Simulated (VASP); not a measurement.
# PbSe (Clausthalite) (Fm-3m) in VASP: a series of runs

The runs below take PbSe (Clausthalite) through single point, relaxation of cell and atoms, with PBE, BLYP+D3(BJ), PBE+D4.

Program: VASP 6.6.1. These are calculated values, not measurements. Logs are shortened: lines on timing, memory, paths and dates and some standing lists are left out, and cuts for length are marked.

**The experiment to reproduce.**

From a printed reference work, monograph, for a bulk crystal of PbSe: band gap 0.28 eV (direct) at 300 K; band gap 0.15 eV (direct) at 4.2 K.

The results are compared with them further down.

**1. The cell of the first run**

Symmetry: Fm-3m, No. 225, cubic system. Conventional cell: a = 6.121 Å, b = 6.121 Å, c = 6.121 Å, α = 90.00°, β = 90.00°, γ = 90.00°. Pb (site symmetry m-3m) has 6 Se at 3.06 Å within 4.0 Å. Se (site symmetry m-3m) has 6 Pb at 3.06 Å within 4.0 Å.

**2. Single point, PBE**

INCAR

```
SYSTEM = PbSe
PREC = Accurate ; ENCUT = 520
EDIFF = 1E-7 ; ISMEAR = -1
SIGMA = 0.06 ; LREAL = .FALSE.
LASPH = .TRUE. ; NELM = 100
ALGO = Normal ; ISIF = 2
LWAVE = .FALSE. ; LCHARG = .FALSE.
GGA = PE ; NBANDS = 17
```

KPOINTS

```
regular mesh
0
G
  4 4 4
  0 0 0
```

POSCAR

```
PbSe
1.0
    0.0000000000      3.0606500000      3.0606500000
    3.0606500000      0.0000000000      3.0606500000
    3.0606500000      3.0606500000      0.0000000000
Pb Se
1 1
Direct
    0.0000000000      0.0000000000      0.0000000000
    0.5000000000      0.5000000000      0.5000000000
```

Potentials or basis: VASP PAW PBE potentials, release 64 (Pb_d, Se).

Launch:

```console
> cat potpaw_PBE.64/Pb_d/POTCAR potpaw_PBE.64/Se/POTCAR > POTCAR
> mpirun -np 1 vasp_std > vasp.out
```

OUTCAR:

```text
SYSTEM = PbSe
   PREC = Accurate
   ENCUT = 520
   EDIFF = 1E-7
   ISMEAR = -1
   LREAL = .FALSE.
   LASPH = .TRUE.
   NELM = 100
   ISIF = 2
   GGA = PE

 ion  position               nearest neighbor table
   1  0.000  0.000  0.000-   2 3.06   2 3.06   2 3.06   2 3.06   2 3.06   2 3.06
   2  0.500  0.500  0.500-   1 3.06   1 3.06   1 3.06   1 3.06   1 3.06   1 3.06

  LATTYP: Found a face centered cubic cell.
 ALAT       =     6.1213000000

  Lattice vectors:

 A1 = (   0.0000000000,   3.0606500000,   3.0606500000)
 A2 = (   3.0606500000,   0.0000000000,   3.0606500000)
 A3 = (   3.0606500000,   3.0606500000,   0.0000000000)

Analysis of symmetry for initial positions (statically):
=====================================================================
 Subroutine PRICEL returns:
 Original cell was already a primitive cell.

 Routine SETGRP: Setting up the symmetry group for a
 face centered cubic supercell.

 Subroutine GETGRP returns: Found 48 space group operations
 (whereof 48 operations were pure point group operations)
 out of a pool of 48 trial point group operations.

The static configuration has the point symmetry O_h .

Analysis of symmetry for dynamics (positions and initial velocities):
=====================================================================
 Subroutine PRICEL returns:
 Original cell was already a primitive cell.

 Routine SETGRP: Setting up the symmetry group for a
 face centered cubic supercell.

 Subroutine GETGRP returns: Found 48 space group operations
 (whereof 48 operations were pure point group operations)
 out of a pool of 48 trial point group operations.

The dynamic configuration has the point symmetry O_h .

 Subroutine INISYM returns: Found 48 space group operations
 (whereof 48 operations are pure point group operations),
 and found     1 'primitive' translations

----------------------------------------------------------------------------------------

                                     Primitive cell

  volume of cell :      57.3418

  direct lattice vectors                    reciprocal lattice vectors
     0.000000000  3.060650000  3.060650000    -0.163363991  0.163363991  0.163363991
     3.060650000  0.000000000  3.060650000     0.163363991 -0.163363991  0.163363991
     3.060650000  3.060650000  0.000000000     0.163363991  0.163363991 -0.163363991

  length of vectors
     4.328412740  4.328412740  4.328412740     0.282954733  0.282954733  0.282954733

[... 60 lines left out ...]
   LASPH  =      T    aspherical Exc in radial PAW
   ENCUT  =  520.0 eV  38.22 Ry    6.18 a.u.   8.05  8.05  8.05*2*pi/ulx,y,z
   NELM   =    100;   NELMIN=  2; NELMDL= -5     # of ELM steps
   EDIFF  = 0.1E-06   stopping-criterion for ELM
   LREAL  =      F    real-space projection
   EDIFFG = 0.1E-05   stopping-criterion for IOM
   NSW    =      0    number of steps for IOM
   IBRION =     -1    ionic relax: 0-MD 1-quasi-New 2-CG
   NFREE  =      0    steps in history (QN), initial steepest desc. (CG)
   ISIF   =      2    stress and relaxation
   ISYM   =      2    0-nonsym 1-usesym 2-fastsym
   POTIM  = 0.5000    time-step for ionic-motion
   TEBEG  =    0.0;   TEEND  =   0.0 temperature during run
   PSTRESS=    0.0 pullay stress
   NELECT =      20.0000    total number of electrons
   NUPDOWN=      -1.0000    fix difference up-down
   EMIN   =  10.00;   EMAX   =-10.00  energy-range for DOS
   EFERMI =   0.00;   METHOD = LEGACY
   ISMEAR =    -1;   SIGMA  =   0.06  broadening in eV -4-tet -1-fermi 0-gaus
   EFERMI_NEDOS =   21; number of points for ismear=-14 and -15
   IALGO  =     38    algorithm
   IMIX   =      4    mixing-type and parameters
     AMIX     =   0.40;   BMIX     =  1.00
     AMIX_MAG =   1.60;   BMIX_MAG =  1.00
  volume/ion in A,a.u.               =      28.67       193.48
  Fermi-wavevector in a.u.,A,eV,Ry     =   1.152377  2.177676 18.068159  1.327972
  Thomas-Fermi vector in A             =   2.289028
   LORBIT       =      0    0 simple, 1 ext, 2 COOP (PROOUT), +10 PAW based schemes
   GGA     = PE    functional components
   LHFCALC =     F    Hartree Fock is set to
   AEXX    =    0.0000 exact exchange contribution
   IVDW    =     0    specifies the selected vdW correction
   LEPSILON=     F    determine dielectric tensor
   LRPA    =     F    only Hartree local field effects (RPA)
 non-spin polarized calculation
  energy-cutoff  :      520.00
  volume of cell :       57.34
 maximum number of plane-waves:      1572
   NGX = 17   NGY = 17   NGZ = 17

 number of electron      20.0000000 magnetization

 Free energy of the ion-electron system (eV)
  ---------------------------------------------------
  ext. energy  EPLUGINS =         0.00000000
  ---------------------------------------------------
  free energy    TOTEN  =        -8.16962683 eV

  energy without entropy =       -8.16545443  energy(sigma->0) =       -8.16754063

 E-fermi :   5.2084     XC(G=0):  -9.5359

 val. band max:        5.0616249566   @ k =   0.5000   0.0000   0.0000
 cond. band min:       5.3551188482   @ k =   0.5000   0.0000   0.0000
 fundamental gap:      0.2934938916
 Fermi energy:         5.2083722905

 k-point     1 :       0.0000    0.0000    0.0000
  band No.  band energies     occupation
      1     -11.7722      2.00000
      2     -11.7722      2.00000
      3     -11.7722      2.00000
      4     -11.7687      2.00000
      5     -11.7687      2.00000
      6      -8.5342      2.00000
[... 137 lines left out ...]
      4     -11.7599      2.00000
      5     -11.7275      2.00000
      6      -7.0707      2.00000
[... 9 lines left out ...]
     16      16.8618      0.00000
     17      17.7163      0.00000

------------------------ aborting loop because EDIFF is reached ----------------------------------------

  FORCE on cell =-STRESS in cart. coord.  units (eV):
  Direction    XX          YY          ZZ          XY          YZ          ZX
  --------------------------------------------------------------------------------------
  -------------------------------------------------------------------------------------
  Total        0.8346735      0.8346735      0.8346735      0.0000000      0.0000000     -0.0000000
  in kB       23.3214862     23.3214862     23.3214862      0.0000000      0.0000000     -0.0000000
  external PRESSURE =      23.3214862 kB  Pullay stress =       0.0000000 kB

 VOLUME and BASIS-vectors are now :
 -----------------------------------------------------------------------------
  energy-cutoff  :      520.00
  volume of cell :       57.34
      direct lattice vectors                 reciprocal lattice vectors
     0.000000000  3.060650000  3.060650000    -0.163363991  0.163363991  0.163363991
     3.060650000  0.000000000  3.060650000     0.163363991 -0.163363991  0.163363991
     3.060650000  3.060650000  0.000000000     0.163363991  0.163363991 -0.163363991

 POSITION                                       TOTAL-FORCE (eV/Angst)
 -----------------------------------------------------------------------------------
      0.00000      0.00000      0.00000        -0.000000      0.000000     -0.000000
      3.06065      3.06065      3.06065         0.000000     -0.000000      0.000000
 -----------------------------------------------------------------------------------
    total drift:                                0.000000     -0.000000     -0.000000

  FREE ENERGIE OF THE ION-ELECTRON SYSTEM (eV)
  ---------------------------------------------------
  free  energy   TOTEN  =        -8.1696268296 eV

  energy  without entropy=       -8.1654544278  energy(sigma->0) =       -8.16754063
```

OSZICAR:

```text
N       E                     dE             d eps       ncg     rms          rms(c)
DAV:   1     0.154439081338E+03    0.15444E+03   -0.95108E+03   272   0.120E+03
DAV:   2     0.285092241634E+01   -0.15159E+03   -0.14536E+03   289   0.305E+02
DAV:   3    -0.813873379775E+01   -0.10990E+02   -0.10898E+02   322   0.896E+01
DAV:   4    -0.844620726161E+01   -0.30747E+00   -0.30727E+00   342   0.159E+01
DAV:   5    -0.845611001254E+01   -0.99028E-02   -0.99024E-02   390   0.298E+00    0.276E+00
DAV:   6    -0.817146291656E+01    0.28465E+00   -0.72671E-01   419   0.567E+00    0.158E+00
DAV:   7    -0.816695169549E+01    0.45112E-02   -0.11600E-01   334   0.164E+00    0.883E-01
DAV:   8    -0.817010928159E+01   -0.31576E-02   -0.13616E-02   355   0.122E+00    0.195E-01
DAV:   9    -0.816955358285E+01    0.55570E-03   -0.33236E-03   406   0.517E-01    0.501E-02
DAV:  10    -0.816961922357E+01   -0.65641E-04   -0.25957E-04   331   0.920E-02    0.161E-02
DAV:  11    -0.816962658231E+01   -0.73587E-05   -0.34266E-05   343   0.558E-02    0.528E-03
DAV:  12    -0.816962673182E+01   -0.14951E-06   -0.18425E-06   370   0.146E-02    0.142E-03
DAV:  13    -0.816962682964E+01   -0.97820E-07   -0.53509E-08   244   0.263E-03
   1 F= -.81696268E+01 E0= -.81675406E+01  d E =-.417240E-02
```

It took 6.2 s on 1 thread of Intel Xeon Platinum 8375C at 2.90GHz (Ice Lake), shared host; peak memory 0.17 GiB.

Results:

```
Free energy            : -8.1696 eV
Pressure               : 2.3 GPa
Band gap on the k mesh : 0.29 eV, direct
```

Levels at points of the mesh, in eV from the valence-band top:
```
           k point  band 7  band 8  band 9  band 10  band 11  band 12  band 13  band 14
(0.00, 0.00, 0.00)   -6.30   -1.88   -1.88    -1.88     4.72     4.72     4.72     6.52
(0.50, 0.00, 0.00)   -8.80   -1.47   -1.47     0.00     0.29     1.70     1.70     8.54
(0.50, 0.50, 0.00)   -7.38   -4.98   -3.23    -3.23     3.69     5.61     5.61     6.05
```

Caveat: the k points lie up to 0.44 Å⁻¹ apart; spin-orbit coupling is left out, which moves the levels of the heavy elements. A k mesh can miss the band edges.

**3. Single point, BLYP+D3(BJ)**

This run uses another cell than the first one, of 29.20 Å³/atom, 1.019 times its volume.

INCAR

```
SYSTEM = PbSe
AGGAC = 1.0
AGGAX = 1.0
ALDAC = 0.0
ALDAX = 1.0
ALGO = Normal
EDIFF = 1E-6
ENCUT = 520
GGA = B5
ISIF = 2
ISMEAR = -1
IVDW = 12
LASPH = .True.
LCHARG = .False.
LREAL = .False.
LWAVE = .False.
NBANDS = 17
NELM = 60
PREC = Accurate
SIGMA = 0.05
VDW_A1 = 0.4298
VDW_A2 = 4.2359
VDW_S6 = 1.0
VDW_S8 = 2.6996
```

KPOINTS

```
k-points
0
Gamma
  8 8 8
  0 0 0
```

POSCAR

```
PbSe
1.0
    0.0000000000      3.0795035896      3.0795035896
    3.0795035896      0.0000000000      3.0795035896
    3.0795035896      3.0795035896      0.0000000000
Pb Se
1 1
Direct
    0.0000000000      0.0000000000      0.0000000000
    0.5000000000      0.5000000000      0.5000000000
```

Potentials or basis: VASP PAW PBE potentials, release 64 (Pb_d, Se).

Launch:

```console
> cat potpaw_PBE.64/Pb_d/POTCAR potpaw_PBE.64/Se/POTCAR > POTCAR
> mpirun -np 1 vasp_std > vasp.out
```

It took 22 s on 1 thread of Intel Xeon Platinum 8375C at 2.90GHz (Ice Lake), shared host; peak memory 0.19 GiB.

It converged, with:

- Free energy: -8.7640 eV
- Pressure: 0.1 GPa
- Band gap on the k mesh: 0.45 eV, direct
- Dispersion energy per atom: -0.849 eV

Levels at points of the mesh, in eV from the valence-band top:
| k point | band 6 | band 7 | band 8 | band 9 | band 10 | band 11 | band 12 | band 13 | band 14 | band 15 |
| --- | --- | --- | --- | --- | --- | --- | --- | --- | --- | --- |
| (0.00, 0.00, 0.00) | -13.42 | -6.42 | -1.77 | -1.77 | -1.77 | 4.59 | 4.59 | 4.59 | 6.78 | 6.78 |
| (0.50, 0.00, 0.00) | -12.41 | -8.74 | -1.35 | -1.35 | 0.00 | 0.45 | 1.74 | 1.74 | 8.87 | 10.31 |
| (0.50, 0.50, 0.00) | -12.07 | -7.45 | -4.73 | -3.07 | -3.07 | 4.10 | 5.47 | 5.47 | 5.97 | 11.38 |

Caveat: the PAW data sets were made with another functional, which shifts forces and pressure a little; spin-orbit coupling is left out, which moves the levels of the heavy elements.

**4. Single point, PBE+D4**

This run uses another cell than the first one, of 28.84 Å³/atom, 1.006 times its volume.

INCAR

```
PREC     = Accurate       # precision mode
ENCUT    = 520            # plane-wave cutoff, eV
EDIFF    = 1E-6           # SCF threshold, eV
ISMEAR   = -1             # smearing method
SIGMA    = 0.05           # smearing width, eV
LREAL    = F              # projectors in reciprocal space
LASPH    = T              # aspherical terms in the spheres
NELM     = 100            # most SCF steps
ALGO     = Normal         # electronic algorithm
ISIF     = 2              # what is computed and relaxed
LWAVE    = F              # write WAVECAR
LCHARG   = F              # write CHGCAR
GGA      = PE             # functional
IVDW     = 13             # dispersion correction
NBANDS   = 17             # bands
```

KPOINTS

```
Automatic mesh
0
Gamma
  8 8 8
```

POSCAR

```
PbSe
1.0
    0.0000000000      3.0668100241      3.0668100241
    3.0668100241      0.0000000000      3.0668100241
    3.0668100241      3.0668100241      0.0000000000
Pb Se
1 1
Direct
    0.0000000000      0.0000000000      0.0000000000
    0.5000000000      0.5000000000      0.5000000000
```

Launch:

```console
> cat potpaw_PBE.64/Pb_d/POTCAR potpaw_PBE.64/Se/POTCAR > POTCAR
> mpirun -np 1 vasp_std > vasp.out
```

It took 14 s on 1 thread of Intel Xeon Platinum 8375C at 2.90GHz (Ice Lake), shared host; peak memory 0.19 GiB.

Results (log left out):

```
Free energy                : -8.9772 eV
Pressure                   : 0.0 GPa
Band gap on the k mesh     : 0.31 eV, direct
Dispersion energy per atom : -0.397 eV
```

Levels at points of the mesh, in eV from the valence-band top:
| k point | band 6 | band 7 | band 8 | band 9 | band 10 | band 11 | band 12 | band 13 | band 14 | band 15 |
| --- | --- | --- | --- | --- | --- | --- | --- | --- | --- | --- |
| (0.00, 0.00, 0.00) | -13.54 | -6.31 | -1.85 | -1.85 | -1.85 | 4.70 | 4.70 | 4.70 | 6.53 | 6.53 |
| (0.50, 0.00, 0.00) | -12.49 | -8.77 | -1.44 | -1.44 | 0.00 | 0.31 | 1.72 | 1.72 | 8.55 | 10.16 |
| (0.50, 0.50, 0.00) | -12.13 | -7.37 | -4.93 | -3.19 | -3.19 | 3.72 | 5.59 | 5.59 | 6.03 | 11.29 |

Caveat: spin-orbit coupling is left out, which moves the levels of the heavy elements.

(Continued in part 2 of 2.)
